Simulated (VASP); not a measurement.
# I (Im-3m) in VASP: further runs

One crystal, I, is run at these levels: PBE; tasks: single point.

All numbers are computed with VASP 6.6.1; they aren't measurements. Logs are shortened: lines on timing, memory, paths and dates and some standing lists are left out, and cuts for length are marked.

### 1 Starting point

Symmetry: Im-3m, No. 229, cubic system. Conventional cell: a = 4.179 Å, b = 4.179 Å, c = 4.179 Å, α = 90.00°, β = 90.00°, γ = 90.00°. I (site symmetry m-3m) has 8 I at 3.62 Å as nearest neighbours.

The real solid is made of molecules; this cell is a model form.

### 2 Single point, PBE

The input, INCAR:

```
SYSTEM = I
PREC = Accurate
ENCUT = 340
EDIFF = 1E-6
ISMEAR = 0
SIGMA = 0.05
LREAL = .FALSE.
LASPH = .TRUE.
NELM = 100
ALGO = Normal
ISIF = 2
LWAVE = .FALSE.
LCHARG = .FALSE.
GGA = PE
NBANDS = 10
ADDGRID = .FALSE.
```

The input, KPOINTS:

```
Automatic mesh
0
G
  7 7 7
  0 0 0
```

The input, POSCAR:

```
I
1.0
   -2.1240960000      2.1667550000      2.1089740000
    2.1114880000     -2.1329730000      2.0625830000
    2.0399160000      2.0487930000     -2.0751920000
I
1
Direct
    0.0126280000     -0.0160290000     -0.0040210000
```

Potentials or basis: VASP PAW PBE potentials, release 64 (I).

Run with:

```
> cat potpaw_PBE.64/I/POTCAR > POTCAR
> mpirun -np 1 vasp_std > vasp.out
```

OUTCAR:

```text
SYSTEM = I
   PREC = Accurate
   ENCUT = 340
   EDIFF = 1E-6
   ISMEAR = 0
   LREAL = .FALSE.
   LASPH = .TRUE.
   NELM = 100
   ISIF = 2
   GGA = PE

 Found    172 irreducible k-points:

 Following reciprocal coordinates:
            Coordinates               Weight
  0.000000  0.000000  0.000000      1.000000
  0.142857  0.000000 -0.000000      2.000000
  0.285714  0.000000  0.000000      2.000000
  0.428571  0.000000 -0.000000      2.000000
 -0.000000  0.142857  0.000000      2.000000
  0.142857  0.142857 -0.000000      2.000000
   k-points           NKPTS =    172   k-points in BZ     NKDIM =    172   number of bands    NBANDS=     10
   number of dos      NEDOS =    301   number of ions     NIONS =      1
   total plane-waves  NPLWV =  13824
   dimension x,y,z NGX =    24 NGY =   24 NGZ =   24
   dimension x,y,z NGXF=    48 NGYF=   48 NGZF=   48
   ions per type =               1
   NGX,Y,Z   is equivalent  to a cutoff of  10.80, 10.96, 11.21 a.u.
   NGXF,Y,Z  is equivalent  to a cutoff of  21.60, 21.91, 22.42 a.u.
 SYSTEM =  I
   PREC   = accura    normal or accurate (medium, high low for compatibility)
   ISTART =      0    job   : 0-new  1-cont  2-samecut
   ICHARG =      2    charge: 1-file 2-atom 10-const
   ISPIN  =      1    spin polarized calculation?
   LNONCOLLINEAR =      F non collinear calculations
   LSORBIT =      F    spin-orbit coupling
   LASPH  =      T    aspherical Exc in radial PAW
   ENCUT  =  340.0 eV  24.99 Ry    5.00 a.u.   5.56  5.48  5.35*2*pi/ulx,y,z
   NELM   =    100;   NELMIN=  2; NELMDL= -5     # of ELM steps
   EDIFF  = 0.1E-05   stopping-criterion for ELM
   LREAL  =      F    real-space projection
   EDIFFG = 0.1E-04   stopping-criterion for IOM
   NSW    =      0    number of steps for IOM
   IBRION =     -1    ionic relax: 0-MD 1-quasi-New 2-CG
   NFREE  =      0    steps in history (QN), initial steepest desc. (CG)
   ISIF   =      2    stress and relaxation
   ISYM   =      2    0-nonsym 1-usesym 2-fastsym
   POTIM  = 0.5000    time-step for ionic-motion
   TEBEG  =    0.0;   TEEND  =   0.0 temperature during run
   PSTRESS=    0.0 pullay stress
   NELECT =       7.0000    total number of electrons
   NUPDOWN=      -1.0000    fix difference up-down
   EMIN   =  10.00;   EMAX   =-10.00  energy-range for DOS
   EFERMI =   0.00;   METHOD = LEGACY
   ISMEAR =     0;   SIGMA  =   0.05  broadening in eV -4-tet -1-fermi 0-gaus
   EFERMI_NEDOS =   21; number of points for ismear=-14 and -15
   IALGO  =     38    algorithm
   IMIX   =      4    mixing-type and parameters
     AMIX     =   0.40;   BMIX     =  1.00
     AMIX_MAG =   1.60;   BMIX_MAG =  1.00
  volume/ion in A,a.u.               =      36.48       246.21
  Fermi-wavevector in a.u.,A,eV,Ry     =   0.944215  1.784308 12.130170  0.891542
  Thomas-Fermi vector in A             =   2.071998
   LORBIT       =      0    0 simple, 1 ext, 2 COOP (PROOUT), +10 PAW based schemes
   GGA     = PE    functional components
   LHFCALC =     F    Hartree Fock is set to
   AEXX    =    0.0000 exact exchange contribution
   IVDW    =     0    specifies the selected vdW correction
   LEPSILON=     F    determine dielectric tensor
   LRPA    =     F    only Hartree local field effects (RPA)
 non-spin polarized calculation
 Gauss-broadening in eV      SIGMA  =   0.05
  energy-cutoff  :      340.00
  volume of cell :       36.48
 maximum number of plane-waves:       533
 NGX is ok and might be reduce to    24

 number of electron       7.0000000 magnetization

 Free energy of the ion-electron system (eV)
  ---------------------------------------------------
  ext. energy  EPLUGINS =         0.00000000
  ---------------------------------------------------
  free energy    TOTEN  =        -1.06538728 eV

  energy without entropy =       -1.06433755  energy(sigma->0) =       -1.06486242

 E-fermi :   4.0207     XC(G=0):  -8.9191

 val. band max:        4.0023796983   @ k =  -0.0000   0.4286   0.1429
 cond. band min:       4.0759200266   @ k =   0.0000   0.1429   0.4286
 fundamental gap:      0.0735403283
 Fermi energy:         4.0206949942

 k-point     1 :       0.0000    0.0000    0.0000
  band No.  band energies     occupation
      1      -9.1912      2.00000
      2       4.7221      0.00000
      3       4.8993      0.00000
      4       5.0353      0.00000
      5      10.9132      0.00000
      6      13.6346      0.00000
      7      13.7584      0.00000
      8      14.1564      0.00000
      9      16.0590      0.00000
     10      16.2734      0.00000

 k-point     2 :       0.1429    0.0000   -0.0000
  band No.  band energies     occupation
      1      -8.9906      2.00000
      2       3.5494      2.00000
      3       4.5213      0.00000
      4       4.9191      0.00000
      5      11.7223      0.00000
      6      13.0294      0.00000
      7      13.4106      0.00000
      8      14.9113      0.00000
      9      15.4009      0.00000
     10      15.6178      0.00000

 k-point     3 :       0.2857    0.0000    0.0000
  band No.  band energies     occupation
      1      -8.4737      2.00000
      2       1.4433      2.00000
      3       3.8950      1.99962
      4       4.7868      0.00000
      5      10.8282      0.00000
      6      12.0418      0.00000
      7      14.9695      0.00000
      8      15.6361      0.00000
      9      16.7688      0.00000
     10      17.4154      0.00000

 k-point     4 :       0.4286    0.0000   -0.0000
  band No.  band energies     occupation
      1      -7.9604      2.00000
      2      -0.0074      2.00000
      3       3.4723      2.00000
      4       4.6852      0.00000
      5      10.0645      0.00000
      6      11.4896      0.00000
      7      16.4974      0.00000
      8      16.6623      0.00000
      9      18.0278      0.00000
     10      18.7461      0.00000

 k-point     5 :      -0.0000    0.1429    0.0000
  band No.  band energies     occupation
      1      -8.9793      2.00000
      2       3.6252      2.00000
      3       4.4213      0.00000
      4       4.8860      0.00000
      5      11.7121      0.00000
      6      12.9644      0.00000
      7      13.5560      0.00000
      8      14.6929      0.00000
      9      15.4143      0.00000
     10      15.5047      0.00000

 k-point     6 :       0.1429    0.1429   -0.0000
  band No.  band energies     occupation
      1      -8.6018      2.00000
      2       2.0850      2.00000
      3       3.8932      1.99969
      4       4.6725      0.00000
      5      11.8994      0.00000
      6      12.2726      0.00000
      7      13.3618      0.00000
      8      15.0048      0.00000
      9      16.5553      0.00000
     10      17.4708      0.00000

 [... further k-points ...]

------------------------ aborting loop because EDIFF is reached ----------------------------------------

  FORCE on cell =-STRESS in cart. coord.  units (eV):
  Direction    XX          YY          ZZ          XY          YZ          ZX
  --------------------------------------------------------------------------------------
  -------------------------------------------------------------------------------------
  Total       -0.0467908     -0.1161127     -0.0774195     -0.2448304      0.0314991     -0.0357153
  in kB       -2.0547609     -5.0989484     -3.3997829    -10.7514342      1.3832433     -1.5683931
  external PRESSURE =      -3.5178307 kB  Pullay stress =       0.0000000 kB

 VOLUME and BASIS-vectors are now :
 -----------------------------------------------------------------------------
  energy-cutoff  :      340.00
  volume of cell :       36.48
      direct lattice vectors                 reciprocal lattice vectors
    -2.124096000  2.166755000  2.108974000     0.005496097  0.235420953  0.237828778
     2.111488000 -2.132973000  2.062583000     0.241671392  0.002899229  0.240425590
     2.039916000  2.048793000 -2.075192000     0.245788549  0.242134979 -0.001217987

 POSITION                                       TOTAL-FORCE (eV/Angst)
 -----------------------------------------------------------------------------------
      4.08253     -0.03087     -0.01069        -0.000000      0.000000      0.000000
 -----------------------------------------------------------------------------------
    total drift:                               -0.000001     -0.000000      0.000000

  FREE ENERGIE OF THE ION-ELECTRON SYSTEM (eV)
  ---------------------------------------------------
  free  energy   TOTEN  =        -1.0653872807 eV

  energy  without entropy=       -1.0643375505  energy(sigma->0) =       -1.06486242
```

It took 12 s on 1 thread of Intel Xeon Platinum 8488C (Sapphire Rapids), shared host; peak memory 0.15 GiB.

The run converged, but some of its settings lie outside the range that counts as converged, so its numbers aren't taken as properties of the crystal.

Results:

| Quantity | Value |
| --- | --- |
| Free energy | -1.0654 eV |
| Pressure | -0.4 GPa |
| Band gap on the k mesh | none (metal or under the smearing width) |

Caveat: an odd number of electrons without spin polarisation forces a metal; a magnetic or distorted state may lie lower.

### 3 Single point, PBE

This run uses another cell than the first one, of the same volume but with other edges.

INCAR, as its differences from that of step 2:

```diff
@@ -2,3 +2,3 @@
 PREC = Accurate
-ENCUT = 340
+ENCUT = 400
 EDIFF = 1E-6
```

KPOINTS is that of step 2.

The input, POSCAR:

```
I
1.0
   -2.0893754423      2.0893754423      2.0893754423
    2.0893754423     -2.0893754423      2.0893754423
    2.0893754423      2.0893754423     -2.0893754423
I
1
Direct
    0.0000000000      0.0000000000      0.0000000000
```

Potentials or basis: VASP PAW PBE potentials, release 64 (I).

Run with:

```
> cat potpaw_PBE.64/I/POTCAR > POTCAR
> mpirun -np 1 vasp_std > vasp.out
```

It took 2.9 s on 1 thread of Intel Xeon Platinum 8488C (Sapphire Rapids), shared host; peak memory 0.13 GiB.

The run converged, but some of its settings lie outside the range that counts as converged, so its numbers aren't taken as properties of the crystal.

Results:

- Free energy: -1.0578 eV
- Pressure: -0.4 GPa
- Band gap on the k mesh: none (metal or under the smearing width)

Caveat: an odd number of electrons without spin polarisation forces a metal; a magnetic or distorted state may lie lower.

### 4 The reference run

An earlier run on the cell as given: functional PBE; potentials or basis VASP PAW PBE potentials, release 64 (I); cutoff 520 eV; k mesh 9 × 9 × 9; occupations fermi-dirac, width 0.05 eV; no spin polarisation.

* Pressure: -0.2 GPa
* Band gap on the k mesh: none (metal or under the smearing width)
